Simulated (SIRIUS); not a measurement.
Sn:

```
Sn
1.0
    -1.89465    1.89465    1.89465
     1.89465   -1.89465    1.89465
     1.89465    1.89465   -1.89465
Sn
1
Direct
  0.00000 0.00000 0.00000
```

This isn't the form of Sn at room conditions, which is tetragonal (white tin).

```yaml
Program: SIRIUS 7.10.0
Task: single point
Functional: PBE
Potentials_or_basis: PseudoDojo 0.4.1 PBE standard (scalar relativistic)
Cutoff: 983 eV
Density_cutoff: 3932 eV
k_mesh: 10 × 10 × 10
Occupations: fermi-dirac, width 0.05 eV
Spin: no spin polarisation
```

On this cell: pressure 0.7 GPa; band gap on the k mesh none (metal or under the smearing width).

The same run follows on a disturbed copy (cell strained at random at fixed volume):

```
Sn
1.0
    -1.87793    1.89840    1.91025
     1.89462   -1.86981    1.89834
     1.88740    1.87928   -1.88166
Sn
1
Cartesian
  -0.0122 0.0003 0.0364
```

Q: What changes?

A: The energy (extrapolated to zero smearing) moves by -0.7 meV/atom; pressure 0.7 GPa; band gap on the k mesh none (metal or under the smearing width).

Stress tensor (GPa, compression positive):
```
0.56 0.16 0.16
0.16 0.50 0.15
0.16 0.15 1.04
```
